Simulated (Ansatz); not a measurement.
**GdN (NiAs type): other levels of theory at one geometry**

Task: rerun one cell of GdN (NiAs type) with changes to the functional, the Hubbard U and spin–orbit coupling, and weigh what each level gives against its time. This structure was made by substitution into a known type, so it needn't be the compound's stable form.

Program: Ansatz 0.2.0. Level of theory: DFT at several levels, plane waves, PAW. These are calculated values, not measurements.

1 further run of the same task is left out (it didn't finish). Runs told in other sessions of the task aren't counted.

**1. Starting point**

The structure is hexagonal, space group P6_3/mmc (No. 194). The conventional cell has a = 3.476 Å, b = 3.476 Å, c = 6.115 Å, α = 90.00°, β = 90.00°, γ = 120.00°. Gd (site symmetry -3m) has 6 N at 2.52 Å in its first shell of neighbours. N (site symmetry -6m2) is surrounded by 6 Gd at 2.52 Å.

Coordinates:

```xyz
4
Lattice="3.4760 0.0000 0.0000 -1.7380 3.0103 0.0000 0.0000 0.0000 6.1148" Properties=species:S:1:pos:R:3 pbc="T T T"
Gd    0.0000    0.0000    0.0000
Gd    0.0000    0.0000    3.0574
N     0.0000    2.0069    1.5287
N     1.7380    1.0034    4.5861
```

An earlier run at PBE+U (U_eff = 6 eV on Gd 4f) left this cell at 15.996 Å³/atom and 0.00 GPa (10×10×6 mesh), a metal on this mesh, spin moments in the atoms' spheres Gd 6.95; N -0.13 μB.

Levels to run: PBE+U with U = 3 eV on Gd 4f; PBE+U with U = 1 eV on Gd 4f; PBE+U with U = 5 eV on Gd 4f; PBE+U+SOC with U = 6 eV on Gd 4f, moments along [001]; HSE06. Hardware: 2 threads of Arm Neoverse V2, shared host.

**2. PBE+U with U = 3 eV on Gd 4f**

input.yaml

```yaml
crystal:
  lattice:
    - [3.4759759491, 0.0, 0.0]
    - [-1.7379879745, 3.0102834748, 0.0]
    - [0.0, 0.0, 6.1148182391]
  atoms:
    - { symbol: Gd, position: [0.0, 0.0, 0.0], spin: 7.64 }
    - { symbol: Gd, position: [0.0, 0.0, 0.5], spin: 7.64 }
    - { symbol: "N", position: [0.3333333333, 0.6666666667, 0.25] }
    - { symbol: "N", position: [0.6666666667, 0.3333333333, 0.75] }
basis:
  ecutwfc: 420
  ecutrho_ratio: 4
kpoints:
  mp_grid: { grid: [10, 10, 6] }
hamiltonian:
  xc: pbe
  hubbard: { sites: [{ species: Gd, l: f, u_eff: 3.0 }] }
scf:
  occupations: { method: gaussian, width: 0.05 }
  lower_state_search: "off"
output:
  forces: true
  stress: true
  eigenvalues: true
  populations: true
  hubbard: { sites: [{ species: Gd, l: f }] }
  dos: { projected: true, de: 0.02 }
magnetization:
  spin_polarized: true
checkpoint:
  read: start.run
  write: ck
  compress: false
  write_wavefunctions: false
  write_every: 100000
```

start.run holds the state of a PBE+U run on this cell.

Launch:

```sh
> ansatz run input.yaml --threads 2 --pin off --max-ram 2662MiB --backend cpu --events-out ev --progress --plain --runs-dir out
```

The runs that follow: PBE+U with U = 1 eV on Gd 4f; PBE+U with U = 5 eV on Gd 4f; Seeding on a coarse mesh: PBE+U+SOC with U = 6 eV on Gd 4f, moments along [001]; PBE+U+SOC with U = 6 eV on Gd 4f, moments along [001]; HSE06.

**Question.** What will these runs give? Wanted: for each run, gap less HSE06's; pressure; largest spin moment.

The runs gave:

| level | mesh | gap on the mesh (eV) | gap less HSE06's (eV) | pressure (GPa) | largest spin moment (μB) | time |
| --- | --- | --- | --- | --- | --- | --- |
| PBE+U with U = 6 eV on Gd 4f | 10×10×6 | metal | -0.24 | 0.0 | 6.95 | 39 s* |
| PBE+U with U = 1 eV on Gd 4f | 10×10×6 | metal | -0.24 | -1.5 | 6.88 | 9 s* |
| PBE+U with U = 3 eV on Gd 4f | 10×10×6 | metal | -0.24 | -0.8 | 6.92 | 8.7 s* |
| PBE+U with U = 5 eV on Gd 4f | 10×10×6 | metal | -0.24 | -0.3 | 6.94 | 7.9 s* |
| PBE+U+SOC with U = 6 eV on Gd 4f, moments along [001] | 10×10×6 | metal | -0.24 | -0.1 | 6.89 | 93 s* |
| HSE06 | 8×8×4 | 0.24 | 0 | -2.9 | 6.95 | 3 min |

Times are on 2 threads of Arm Neoverse V2, shared host, seeding runs included; some runs start from a saved state, which makes them quicker. * Includes bands or densities of states.

The pressure runs from -2.9 GPa (HSE06) to 0.0 GPa (PBE+U with U = 6 eV on Gd 4f); a negative pressure means that level wants a smaller cell, a positive one a larger cell. The gap is widest with HSE06 (0.24 eV) and closes with PBE+U with U = 6 eV on Gd 4f, PBE+U with U = 1 eV on Gd 4f, PBE+U with U = 3 eV on Gd 4f, PBE+U with U = 5 eV on Gd 4f, PBE+U+SOC with U = 6 eV on Gd 4f, moments along [001]. Taking HSE06 as the top rung, PBE+U with U = 6 eV on Gd 4f comes nearest in gap (-0.24 eV) at 76 s of CPU time against 5.5 min; the meshes differ, and the hybrid has no spin–orbit coupling. The runs with HSE06 read the same PAW datasets as PBE, not ones made for them. Runs that start from the base's state can stay on it, so another U may have a lower state that wasn't reached. Total energies of different levels have different zeros and can't be compared.
